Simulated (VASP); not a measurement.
# SiGe3 (P6_3/mmc) in VASP: relaxation of cell and atoms with PBE

Aim: the relaxation of cell and atoms of SiGe3 with PBE.

Program: VASP 6.6.1. These are calculated values, not measurements. Logs are shortened: lines on timing, memory, paths and dates and some standing lists are left out, and cuts for length are marked.

**1. The crystal as given**

The structure is hexagonal, space group P6_3/mmc (No. 194). Conventional cell: a = 3.099 Å, b = 3.099 Å, c = 14.909 Å, α = 90.00°, β = 90.00°, γ = 120.00°. Si (site symmetry -3m) is surrounded by 6 Ge at 2.23 Å. Ge (site symmetry 3m) has 3 Si at 2.23 Å as nearest neighbours. Around Ge (site symmetry -6m2) lie 12 Ge at 3.00 to 3.10 Å.

The cell was built by a generator and needn't be a form met in nature.

**2. Relaxation of cell and atoms, PBE**

File INCAR:

```
PREC = Normal
ENCUT = 520
EDIFF = 1E-4
ISMEAR = 0
SIGMA = 0.15
LREAL = False
LASPH = True
NELM = 60
ALGO = Fast
ISIF = 3
LWAVE = False
LCHARG = False
GGA = PE
IBRION = 2
NSW = 24
EDIFFG = -0.08
```

File KPOINTS:

```
Automatic mesh
0
Gamma
  6 6 2
```

File POSCAR:

```
SiGe3
1.0
    3.0985756500      0.0000000000      0.0000000000
   -1.5492878200      2.6834452300      0.0000000000
    0.0000000000      0.0000000000     14.9089130200
Si Ge
2 6
Direct
    0.0000000000      0.0000000000      0.0000000000
    0.0000000000      0.0000000000      0.5000000000
    0.3333333300      0.6666666700      0.0888872600
    0.6666666700      0.3333333300      0.5888872600
    0.3333333300      0.6666666700      0.4111127400
    0.6666666700      0.3333333300      0.9111127400
    0.3333333300      0.6666666700      0.7500000000
    0.6666666700      0.3333333300      0.2500000000
```

Potentials or basis: VASP PAW PBE potentials, release 64 (Si, Ge_d).

The run is started by

```
$ cat potpaw_PBE.64/Si/POTCAR potpaw_PBE.64/Ge_d/POTCAR > POTCAR
$ mpirun -np 1 vasp_std > vasp.out
```

OUTCAR:

```text
PREC = Normal
   ENCUT = 520
   EDIFF = 1E-4
   ISMEAR = 0
   LREAL = False
   LASPH = True
   NELM = 60
   ISIF = 3
   GGA = PE
   IBRION = 2
   NSW = 24
   EDIFFG = -0.08

 ion  position               nearest neighbor table
   1  0.000  0.000  0.000-   3 2.23   6 2.23   3 2.23   6 2.23   6 2.23   3 2.23
   2  0.000  0.000  0.500-   4 2.23   5 2.23   5 2.23   4 2.23   4 2.23   5 2.23
   3  0.333  0.667  0.089-   1 2.23   1 2.23   1 2.23
   4  0.667  0.333  0.589-   2 2.23   2 2.23   2 2.23
   5  0.333  0.667  0.411-   2 2.23   2 2.23   2 2.23
   6  0.667  0.333  0.911-   1 2.23   1 2.23   1 2.23
   7  0.333  0.667  0.750-
   8  0.667  0.333  0.250-

  LATTYP: Found a hexagonal cell.
 ALAT       =     3.0985756500
 C/A-ratio  =     4.8115375269

  Lattice vectors:

 A1 = (   3.0985756500,   0.0000000000,   0.0000000000)
 A2 = (  -1.5492878200,   2.6834452300,   0.0000000000)
 A3 = (   0.0000000000,   0.0000000000,  14.9089130200)

Analysis of symmetry for initial positions (statically):
=====================================================================
 Subroutine PRICEL returns:
 Original cell was already a primitive cell.

 Routine SETGRP: Setting up the symmetry group for a
 hexagonal supercell.

 Subroutine GETGRP returns: Found 24 space group operations
 (whereof 12 operations were pure point group operations)
 out of a pool of 24 trial point group operations.

The static configuration has the point symmetry D_3d.
 The point group associated with its full space group is D_6h.

Analysis of symmetry for dynamics (positions and initial velocities):
=====================================================================
 Subroutine PRICEL returns:
 Original cell was already a primitive cell.

 Routine SETGRP: Setting up the symmetry group for a
 hexagonal supercell.

 Subroutine GETGRP returns: Found 24 space group operations
 (whereof 12 operations were pure point group operations)
 out of a pool of 24 trial point group operations.

The dynamic configuration has the point symmetry D_3d.
 The point group associated with its full space group is D_6h.

 Subroutine INISYM returns: Found 24 space group operations
 (whereof 12 operations are pure point group operations),
 and found     1 'primitive' translations

----------------------------------------------------------------------------------------

                                     Primitive cell

  volume of cell :     123.9655

  direct lattice vectors                    reciprocal lattice vectors
     3.098575650  0.000000000  0.000000000     0.322728929  0.186327633  0.000000000
    -1.549287820  2.683445230  0.000000000     0.000000000  0.372655267  0.000000000
     0.000000000  0.000000000 14.908913020     0.000000000  0.000000000  0.067073971

  length of vectors
     3.098575650  3.098575649 14.908913020     0.372655267  0.372655267  0.067073971

  position of ions in fractional coordinates (direct lattice)
     0.000000000  0.000000000  0.000000000
     0.000000000  0.000000000  0.500000000
     0.333333330  0.666666670  0.088887260
     0.666666670  0.333333330  0.588887260
     0.333333330  0.666666670  0.411112740
     0.666666670  0.333333330  0.911112740
     0.333333330  0.666666670  0.750000000
     0.666666670  0.333333330  0.250000000

  ion indices of the primitive-cell ions
   primitive index   ion index
                 1           1
                 2           2
                 3           3
                 4           4
                 5           5
                 6           6
                 7           7
                 8           8

----------------------------------------------------------------------------------------

 KPOINTS: Automatic mesh

Automatic generation of k-mesh.
 Grid dimensions read from file:
 generate k-points for:    6    6    2

 Generating k-lattice:

  Cartesian coordinates                     Fractional coordinates (reciprocal lattice)
     0.053788155  0.031054606  0.000000000     0.166666667  0.000000000  0.000000000
     0.000000000  0.062109211  0.000000000     0.000000000  0.166666667  0.000000000
     0.000000000  0.000000000  0.033536986     0.000000000  0.000000000  0.500000000

  Length of vectors
     0.062109211  0.062109211  0.033536986

  Shift w.r.t. Gamma in fractional coordinates (k-lattice)
     0.000000000  0.000000000  0.000000000

 Subroutine IBZKPT returns following result:
 ===========================================

 Found     14 irreducible k-points:

 Following reciprocal coordinates:
            Coordinates               Weight
  0.000000  0.000000  0.000000      1.000000
  0.166667 -0.000000  0.000000      6.000000
  0.333333  0.000000  0.000000      6.000000
  0.500000  0.000000  0.000000      3.000000
  0.166667  0.166667  0.000000      6.000000
  0.333333  0.166667  0.000000     12.000000
  0.333333  0.333333  0.000000      2.000000
  0.000000  0.000000  0.500000      1.000000
  0.166667 -0.000000  0.500000      6.000000
  0.333333  0.000000  0.500000      6.000000
  0.500000  0.000000  0.500000      3.000000
  0.166667  0.166667  0.500000      6.000000
  0.333333  0.166667  0.500000     12.000000
  0.333333  0.333333  0.500000      2.000000
   k-points           NKPTS =     14   k-points in BZ     NKDIM =     14   number of bands    NBANDS=     55
   number of dos      NEDOS =    301   number of ions     NIONS =      8
   total plane-waves  NPLWV =  27216
   dimension x,y,z NGX =    18 NGY =   18 NGZ =   84
   dimension x,y,z NGXF=    36 NGYF=   36 NGZF=  168
   ions per type =               2   6
   NGX,Y,Z   is equivalent  to a cutoff of   9.66,  9.66,  9.37 a.u.
   NGXF,Y,Z  is equivalent  to a cutoff of  19.31, 19.31, 18.73 a.u.
 SYSTEM =  unknown system
   PREC   = normal    normal or accurate (medium, high low for compatibility)
   ISTART =      0    job   : 0-new  1-cont  2-samecut
   ICHARG =      2    charge: 1-file 2-atom 10-const
   ISPIN  =      1    spin polarized calculation?
   LNONCOLLINEAR =      F non collinear calculations
   LSORBIT =      F    spin-orbit coupling
   LASPH  =      T    aspherical Exc in radial PAW
   ENCUT  =  520.0 eV  38.22 Ry    6.18 a.u.   5.76  5.76 27.72*2*pi/ulx,y,z
   NELM   =     60;   NELMIN=  2; NELMDL= -5     # of ELM steps
   EDIFF  = 0.1E-03   stopping-criterion for ELM
   LREAL  =      F    real-space projection
   EDIFFG = -.8E-01   stopping-criterion for IOM
   NSW    =     24    number of steps for IOM
   IBRION =      2    ionic relax: 0-MD 1-quasi-New 2-CG
   NFREE  =      1    steps in history (QN), initial steepest desc. (CG)
   ISIF   =      3    stress and relaxation
   ISYM   =      2    0-nonsym 1-usesym 2-fastsym
   POTIM  = 0.5000    time-step for ionic-motion
   TEBEG  =    0.0;   TEEND  =   0.0 temperature during run
   PSTRESS=    0.0 pullay stress
   NELECT =      92.0000    total number of electrons
   NUPDOWN=      -1.0000    fix difference up-down
   EMIN   =  10.00;   EMAX   =-10.00  energy-range for DOS
   EFERMI =   0.00;   METHOD = LEGACY
   ISMEAR =     0;   SIGMA  =   0.15  broadening in eV -4-tet -1-fermi 0-gaus
   EFERMI_NEDOS =   21; number of points for ismear=-14 and -15
   IALGO  =     68    algorithm
   IMIX   =      4    mixing-type and parameters
     AMIX     =   0.40;   BMIX     =  1.00
     AMIX_MAG =   1.60;   BMIX_MAG =  1.00
  volume/ion in A,a.u.               =      15.50       104.57
  Fermi-wavevector in a.u.,A,eV,Ry     =   1.482190  2.800933 29.890459  2.196887
  Thomas-Fermi vector in A             =   2.596007
   LORBIT       =      0    0 simple, 1 ext, 2 COOP (PROOUT), +10 PAW based schemes
   GGA     = PE    functional components
   LHFCALC =     F    Hartree Fock is set to
   AEXX    =    0.0000 exact exchange contribution
   IVDW    =     0    specifies the selected vdW correction
   LEPSILON=     F    determine dielectric tensor
   LRPA    =     F    only Hartree local field effects (RPA)
 conjugate gradient relaxation of ions
 non-spin polarized calculation
 RMM-DIIS sequential band-by-band and
 Gauss-broadening in eV      SIGMA  =   0.15
  energy-cutoff  :      520.00
  volume of cell :      123.97
 maximum number of plane-waves:      3364
   NGX = 11   NGY = 11   NGZ = 55

--------------------------------------- Ionic step        1  -------------------------------------------

 number of electron      92.0000552 magnetization

 Free energy of the ion-electron system (eV)
  ---------------------------------------------------
  ext. energy  EPLUGINS =         0.00000000
  ---------------------------------------------------
  free energy    TOTEN  =       -29.43048912 eV

  energy without entropy =      -29.37761636  energy(sigma->0) =      -29.40405274

------------------------ aborting loop because EDIFF is reached ----------------------------------------

  FORCE on cell =-STRESS in cart. coord.  units (eV):
  Direction    XX          YY          ZZ          XY          YZ          ZX
  --------------------------------------------------------------------------------------
  -------------------------------------------------------------------------------------
  Total       32.2909712     32.2909712     26.5246812      0.0000001      0.0000000      0.0000000
  in kB      417.3408236    417.3408241    342.8150940      0.0000008      0.0000000      0.0000000
  external PRESSURE =     392.4989139 kB  Pullay stress =       0.0000000 kB
[... 27 lines left out ...]
  energy  without entropy=      -29.3776163632  energy(sigma->0) =      -29.40405274

--------------------------------------- Ionic step        2  -------------------------------------------

 number of electron      92.0000354 magnetization

 E-fermi :   3.8360     XC(G=0):  -9.5317

 val. band max:        3.8248362271   @ k =   0.3333   0.1667   0.0000
 cond. band min:       4.0803457708   @ k =   0.1667  -0.0000   0.0000
 fundamental gap:      0.2555095436
 Fermi energy:         3.8360000202

 k-point     1 :       0.0000    0.0000    0.0000
  band No.  band energies     occupation
      1     -21.1240      2.00000
      2     -21.1239      2.00000
      3     -21.1239      2.00000
      4     -21.1239      2.00000
      5     -21.1092      2.00000
      6     -21.1092      2.00000
[... 878 lines left out ...]
  FREE ENERGIE OF THE ION-ELECTRON SYSTEM (eV)
  ---------------------------------------------------
  free  energy   TOTEN  =       -34.5211669619 eV

  energy  without entropy=      -34.4896338349  energy(sigma->0) =      -34.50540040

[... ionic steps 4 to 18 ...]

--------------------------------------- Ionic step       19  -------------------------------------------

 number of electron      92.0000330 magnetization

------------------------ aborting loop because EDIFF is reached ----------------------------------------

  FORCE on cell =-STRESS in cart. coord.  units (eV):
  Direction    XX          YY          ZZ          XY          YZ          ZX
  --------------------------------------------------------------------------------------
  -------------------------------------------------------------------------------------
  Total       -0.1157119     -0.1157119     -0.6792643     -0.0000000      0.0000000      0.0000000
  in kB       -1.2103699     -1.2103699     -7.1052419     -0.0000000      0.0000000      0.0000000
  external PRESSURE =      -3.1753272 kB  Pullay stress =       0.0000000 kB
[... 69 lines left out ...]
  energy  without entropy=      -35.4616007419  energy(sigma->0) =      -35.47959283

--------------------------------------- Ionic step       21  -------------------------------------------

 number of electron      92.0000423 magnetization

 Free energy of the ion-electron system (eV)
  ---------------------------------------------------
  ext. energy  EPLUGINS =         0.00000000
  ---------------------------------------------------
  free energy    TOTEN  =       -35.49846052 eV

  energy without entropy =      -35.46294544  energy(sigma->0) =      -35.48070298

 E-fermi :   6.4232     XC(G=0): -10.8125

 val. band max:        6.3930852547   @ k =   0.0000   0.0000   0.0000
 cond. band min:       6.4483141555   @ k =   0.3333   0.0000   0.5000
 fundamental gap:      0.0552289008
 Fermi energy:         6.4231610723

 k-point     1 :       0.0000    0.0000    0.0000
  band No.  band energies     occupation
      1     -18.2480      2.00000
      2     -18.2480      2.00000
      3     -18.2472      2.00000
      4     -18.2472      2.00000
      5     -18.2446      2.00000
      6     -18.2445      2.00000
[... 836 lines left out ...]
  FREE ENERGIE OF THE ION-ELECTRON SYSTEM (eV)
  ---------------------------------------------------
  free  energy   TOTEN  =       -35.4984605151 eV

  energy  without entropy=      -35.4629454427  energy(sigma->0) =      -35.48070298

 reached required accuracy - stopping structural energy minimisation
```

Run time: 14 min. Hardware: 1 thread of Intel Xeon Platinum 8375C at 2.90GHz (Ice Lake), shared host; peak memory 0.21 GiB.

What came out:

| Property | Result |
| --- | --- |
| Free energy | -35.4985 eV |
| Relaxed volume | 19.13 Å³/atom |
| Relaxed cell | a = 3.727 Å, b = 3.727 Å, c = 12.719 Å, α = 90.00°, β = 90.00°, γ = 120.00° |
| Space group after relaxing (to 0.05 Å) | P6_3/mmc (No. 194) |
| Energy gained by relaxing | 758.5 meV/atom |
| Ionic steps | 21 |
| Pressure after relaxing | 0.4 GPa |
| Largest force after relaxing | 0.040 eV/Å |
| Band gap on the k mesh | none (metal or under the smearing width) |

Forces on the atoms (eV/Å):
```
Si   0.000  0.000  0.000
Si   0.000  0.000  0.000
Ge   0.000  0.000 -0.040
Ge   0.000  0.000 -0.040
Ge   0.000  0.000  0.040
Ge   0.000  0.000  0.040
Ge   0.000  0.000  0.000
Ge   0.000  0.000  0.000
```

The path:
```
step  energy change (eV)  largest force (eV/Å)  pressure (GPa)  volume (Å³)
   1              0.0000                5.1687           39.25       123.97
   2             -3.2103                0.5943           -7.99       205.25
   3             -5.0907                0.5454           -1.34       163.72
   4             -5.0916                0.6115           -1.04       162.85
   5             -5.2849                0.6294           -0.61       160.24
   6             -5.6194                0.6817            0.14       154.96
   7             -5.7827                0.1677            4.96       143.40
   8             -5.9450                0.0179            3.21       146.52
   9             -6.0376                0.2003           -1.45       155.48
  10             -6.0485                0.1639           -0.25       153.87
  11             -6.0565                0.1513            0.34       152.18
  12             -6.0558                0.2065           -0.23       152.65
  13             -6.0564                0.1508            0.63       152.35
  14             -6.0610                0.1397           -0.31       152.90
  15             -6.0620                0.1383           -0.25       153.06
  16             -6.0635                0.1093           -0.77       153.38
  17             -6.0661                0.0664            0.73       153.21
  18             -6.0662                0.0880           -0.25       153.20
  19             -6.0665                0.0772           -0.32       153.17
  20             -6.0671                0.0552           -0.63       153.12
  21             -6.0680                0.0402            0.45       153.01
```

Final structure:
```cif
data_structure
_symmetry_space_group_name_H-M 'P 1'
_symmetry_Int_Tables_number 1
_cell_length_a 3.7270
_cell_length_b 3.7270
_cell_length_c 12.7193
_cell_angle_alpha 90.000
_cell_angle_beta 90.000
_cell_angle_gamma 120.000
_cell_volume 153.01
loop_
_atom_site_label
_atom_site_type_symbol
_atom_site_fract_x
_atom_site_fract_y
_atom_site_fract_z
_atom_site_occupancy
Si1 Si 0.00000 0.00000 0.00000 1
Si2 Si 0.00000 0.00000 0.50000 1
Ge1 Ge 0.33333 0.66667 0.11423 1
Ge2 Ge 0.66667 0.33333 0.61423 1
Ge3 Ge 0.33333 0.66667 0.38577 1
Ge4 Ge 0.66667 0.33333 0.88577 1
Ge5 Ge 0.33333 0.66667 0.75000 1
Ge6 Ge 0.66667 0.33333 0.25000 1
```

Levels at points of the mesh, in eV from the Fermi level:
```tsv
k point	band 42	band 43	band 44	band 45	band 46	band 47	band 48	band 49	band 50	band 51
(0.00, 0.00, 0.00)	0.46	0.46	0.47	0.47	1.56	1.56	1.64	1.64	2.19	2.80
(0.50, 0.00, 0.00)	-2.50	-1.90	-1.54	-1.41	-1.21	-1.13	1.11	1.16	1.30	1.72
(0.00, 0.00, 0.50)	0.25	0.88	0.88	0.88	0.88	1.63	1.63	2.57	2.57	2.57
(0.50, 0.00, 0.50)	-2.99	-2.29	-2.29	-0.31	-0.31	-0.30	-0.30	0.50	0.50	3.14
```

Caveat: the k mesh is coarse (spacing up to 0.39 Å⁻¹), so the values aren't converged; the volume moved by over 15 % at a fixed basis, so the end points are rough; the relaxation stopped at a loose force limit of 0.08 eV/Å, so its end isn't a converged minimum.
